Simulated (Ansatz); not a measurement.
# HgTe: the cost of one run

Computed with Ansatz 0.2.0 (DFT PBE, scalar-relativistic, plane waves, PAW, unless a step's input says otherwise).

5 further runs of the same task are left out: 1 that didn't finish, 4 set aside as unsound or not needed.

## Step 1: The system as given

The structure is cubic, space group F-43m (No. 216). Conventional cell: a = 6.650 Å, b = 6.650 Å, c = 6.650 Å, α = 90.00°, β = 90.00°, γ = 90.00°. Hg (site symmetry -43m) is surrounded by 4 Te at 2.88 Å. Te (site symmetry -43m) has 4 Hg at 2.88 Å as nearest neighbours.

Coordinates:

```
Hg Te
1.0
     0.00000    3.32480    3.32480
     3.32480    0.00000    3.32480
     3.32480    3.32480    0.00000
Hg Te
1 1
Direct
  0.00000 0.00000 0.00000
  0.75000 0.75000 0.75000
```

It is the result of an earlier relaxation at this level (volume 36.75 Å³/atom; gap on the mesh: none (metal)).

## Step 2: The reference cell

Reference values: F = -20793.7499 eV; pressure 0.02 GPa; largest force 0.000 eV/Å; gap on the mesh none (metal). It was computed beforehand with the settings of the runs below.

## Step 3: Next: energy and stress against strain

The cell is strained by ε times the Voigt pattern (0, 1, 0, 0, 0, 0) (xx, yy, zz, yz, xz, xy; engineering shear), with fractional coordinates fixed (clamped ions). The stress on the pattern is the sum of the stress components weighted by it, tension positive.

## Step 4: At ε = -0.0400

Input file input.yaml:

```yaml
crystal:
  lattice:
    - [0.0, 3.1918061639, 3.3247980874]
    - [3.3247980874, 0.0, 3.3247980874]
    - [3.3247980874, 3.1918061639, 0.0]
  atoms:
    - { symbol: Hg, position: [0.0, 0.0, 0.0] }
    - { symbol: Te, position: [0.75, 0.75, 0.75] }
basis:
  ecutwfc: 420
kpoints:
  mp_grid: { grid: [16, 16, 16] }
hamiltonian:
  xc: pbe
scf:
  occupations: { method: gaussian, width: 0.15 }
output:
  forces: true
  stress: true
  eigenvalues: true
```

Command:

```
$ ansatz run input.yaml --threads 1 --pin off --max-ram 2560MiB --backend cpu --events-out ev --progress --plain --runs-dir out
```

Q: Estimate wall time and peak memory on 1 thread of Arm Neoverse V2, shared host.

About 34 s, with a peak of 0.72 GiB.
